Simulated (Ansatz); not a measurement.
# In2As2H7: the cost of one run

Program: Ansatz 0.2.0. Level of theory: DFT PBE, scalar-relativistic, plane waves, PAW. These are calculated values, not measurements.

The COD entry's cell or inner coordinates are ideal or old and differ from later refinements, so a difference from it is no clean test against experiment.

1 further run of the same task is left out (set aside as unsound or not needed). Runs told in other sessions of the task aren't counted.

### Step 1. The system as given

It takes space group F-43m (No. 216, cubic). The conventional cell has a = 6.186 Å, b = 6.186 Å, c = 6.186 Å, α = 90.00°, β = 90.00°, γ = 90.00°. In (site symmetry -43m) is surrounded by 4 As at 2.68 Å. As (site symmetry -43m) is surrounded by 4 In at 2.68 Å.

Structure file:

```cif
data_structure
_symmetry_space_group_name_H-M 'F-43m'
_symmetry_Int_Tables_number 216
_cell_length_a 6.1863
_cell_length_b 6.1863
_cell_length_c 6.1863
_cell_angle_alpha 90.000
_cell_angle_beta 90.000
_cell_angle_gamma 90.000
_cell_volume 236.75
loop_
_atom_site_label
_atom_site_type_symbol
_atom_site_symmetry_multiplicity
_atom_site_Wyckoff_symbol
_atom_site_fract_x
_atom_site_fract_y
_atom_site_fract_z
_atom_site_occupancy
In1 In 4 a 0.00000 0.00000 0.00000 1
As1 As 4 d 0.25000 0.25000 0.75000 1
```

This cell was relaxed beforehand with the same method: volume 29.59 Å³/atom, gap on the mesh none (metal).

### Step 2. Next: the [111] wire, 8 host atoms a period with H caps

The wire is cut from the relaxed crystal, periodic along c with vacuum across. Atoms and period relax; energies count from the bulk, -5227.2346 eV an atom. Each H cap counts from half an H2 molecule (-15.872 eV in a separate run).

The cell holds 4 In, 4 As, 14 H: a = 14.600 Å, b = 16.500 Å, c = 10.715 Å, α = 90.00°, β = 90.00°, γ = 90.00°.

### Step 3. Relaxing it

Pressure and volume refer to the whole cell with its vacuum; only the period along c may change.

Input file input.yaml:

```yaml
crystal:
  lattice:
    - [14.6, 0.0, 0.0]
    - [0.0, 16.5, 0.0]
    - [0.0, 0.0, 10.7150325769]
  atoms:
    - { symbol: In, position: [0.5935950475, 0.5, 0.0] }
    - { symbol: As, position: [0.5071033558, 0.3674426142, 0.4166666667] }
    - { symbol: In, position: [0.4206116641, 0.5, 0.3333333333] }
    - { symbol: As, position: [0.5071033558, 0.6325573858, 0.4166666667] }
    - { symbol: In, position: [0.5071033558, 0.6325573858, 0.6666666667] }
    - { symbol: As, position: [0.4206116641, 0.5, 0.0833333333] }
    - { symbol: In, position: [0.5071033558, 0.3674426142, 0.6666666667] }
    - { symbol: As, position: [0.5935950475, 0.5, 0.75] }
    - { symbol: H, position: [0.6497761342, 0.5861032758, 0.0541295601] }
    - { symbol: H, position: [0.6497761342, 0.4138967242, 0.0541295601] }
    - { symbol: H, position: [0.4580256249, 0.2922259595, 0.3693810739] }
    - { symbol: H, position: [0.6052588177, 0.3674426142, 0.3693810739] }
    - { symbol: H, position: [0.3082494906, 0.5, 0.3874628934] }
    - { symbol: H, position: [0.4580256249, 0.7077740405, 0.3693810739] }
    - { symbol: H, position: [0.6052588177, 0.6325573858, 0.3693810739] }
    - { symbol: H, position: [0.3947411823, 0.6325573858, 0.7207962268] }
    - { symbol: H, position: [0.5632844425, 0.7186606616, 0.7207962268] }
    - { symbol: H, position: [0.3715339331, 0.4247833453, 0.0360477406] }
    - { symbol: H, position: [0.3715339331, 0.5752166547, 0.0360477406] }
    - { symbol: H, position: [0.3947411823, 0.3674426142, 0.7207962268] }
    - { symbol: H, position: [0.5632844425, 0.2813393384, 0.7207962268] }
    - { symbol: H, position: [0.6917505094, 0.5, 0.7027144073] }
basis:
  ecutwfc: 420
kpoints:
  mp_grid: { grid: [1, 1, 5] }
hamiltonian:
  xc: pbe
scf:
  occupations: { method: gaussian, width: 0.05 }
output:
  forces: true
  stress: true
  eigenvalues: true
  populations: true
  write_density: true
  write_potential: true
  elf: true
  volumetric_format: npy
relax:
  adjacent_minimum: "off"
  f_tol: 0.02
  max_steps: 45
  cell: { fix: [a, b, alpha, beta, gamma], stress_tol: 0.03 }
```

The run is started by

```sh
ansatz run input.yaml --threads 4 --pin off --max-ram 11264MiB --backend cpu --events-out ev --progress --plain --runs-dir out
```

What time and memory should one allow on 4 threads of Arm Neoverse V1, shared host?

About 5.8 min, with a peak of 3.3 GiB.
